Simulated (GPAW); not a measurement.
A run of GPAW 26.7.0:

run.py

```python
from ase import Atoms
from ase.filters import FrechetCellFilter
from ase.io import write
from ase.optimize import LBFGS
from ase.units import GPa
from gpaw import GPAW, PW, setup_paths

setup_paths.insert(0, '.')

atoms = Atoms(['Ca', 'O'],
              cell=[[0.0, 2.466013456, 2.466013456],
                    [2.466013456, 0.0, 2.466013456],
                    [2.466013456, 2.466013456, 0.0]],
              scaled_positions=[[0.0, 0.0, 0.0],
                                [0.5, 0.5, 0.5]],
              pbc=True)

calc = GPAW(mode=PW(800),
            xc='PBEsol',
            kpts={'size': (10, 10, 10), 'gamma': True},
            occupations={'name': 'fermi-dirac', 'width': 0.1},
            nbands=16,
            convergence={'density': 1e-05, 'forces': 0.0001},
            maxiter=150,
            txt='gpaw.txt')
atoms.calc = calc
opt = LBFGS(FrechetCellFilter(atoms, scalar_pressure=10 * GPa), trajectory='relax.traj', logfile='-')
done = opt.run(fmax=0.02, steps=40)
calc.write('gs.gpw')
write('result.traj', atoms)
print('Converged:', done)
print('Cell:', atoms.cell.cellpar().round(4))
print('Volume:', round(atoms.get_volume(), 4))
print(atoms.get_scaled_positions().round(5))
```

Potentials or basis: PAW data sets generated in the run's folder for this functional, pw.

The run is started by

```console
$ gpaw-setup -f PBEsol Ca O
$ OMP_NUM_THREADS=1 python run.py
```

Hardware: 1 thread of Arm Neoverse V1, with other jobs on the host.

**Question.** How long does it take, and how much memory?

**Answer.** It took 110 s on 1 thread of Arm Neoverse V1, with other jobs on the host, peak memory 0.22 GiB. Counts: scf iterations 48, plane waves 1572, bands 16, k points 47, ion steps 5.
